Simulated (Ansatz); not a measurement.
# Sn (hcp type): the cost of one run

Program: Ansatz 0.2.0. Level of theory: DFT PBE, with the methods named in each step. These are calculated values, not measurements.

### 1 Starting point

It takes space group P6_3/mmc (No. 194, hexagonal). Conventional cell: a = 3.433 Å, b = 3.433 Å, c = 5.432 Å, α = 90.00°, β = 90.00°, γ = 120.00°. Sn (site symmetry -6m2) has 12 Sn at 3.36 to 3.43 Å as nearest neighbours.

Coordinates:

```
Sn
1.0
     3.43317    0.00000    0.00000
    -1.71659    2.97321    0.00000
     0.00000    0.00000    5.43239
Sn
2
Direct
  0.33333 0.66667 0.25000
  0.66667 0.33333 0.75000
```

Whether this phase is the stable one at these pressures isn't tested.

Atoms are numbered in the order of the input: Sn1, Sn2.

### 2 The reference volume, LAPW

Input file input.yaml:

```yaml
crystal:
  lattice:
    - [3.433171924, 0.0, 0.0]
    - [-1.716585962, 2.9732141018, 0.0]
    - [0.0, 0.0, 5.4323907426]
  atoms:
    - { symbol: Sn, position: [0.3333333333, 0.6666666667, 0.25] }
    - { symbol: Sn, position: [0.6666666667, 0.3333333333, 0.75] }
kpoints:
  mp_grid: { grid: [13, 13, 7] }
  band_path:
    path:
      - [0.0, 0.0, 0.0]
      - [0.5, 0.0, 0.0]
      - [0.3333333333, 0.3333333333, 0.0]
      - [0.0, 0.0, 0.0]
      - [0.0, 0.0, 0.5]
      - [0.5, 0.0, 0.5]
      - [0.3333333333, 0.3333333333, 0.5]
      - [0.0, 0.0, 0.5]
      - [0.5, 0.0, 0.5]
    npoints: 14
scf:
  occupations: { method: fermi_dirac, width: 0.05 }
hamiltonian:
  xc: pbe
  pseudopotentials: { kind: all_electron, lapw: { basis_error: 0.001 } }
output:
  forces: true
  stress: true
  eigenvalues: true
  populations: true
  dos: { projected: true, de: 0.2, e_range: [-14, 8] }
```

On the command line:

```
ansatz run input.yaml --threads 1 --pin off --max-ram 2048MiB --backend cpu --events-out ev --progress --plain --runs-dir out
```

What time and memory should one allow on 1 thread of Intel Xeon 6975P-C (Granite Rapids), shared host?

About 12 s, with a peak of 0.41 GiB.
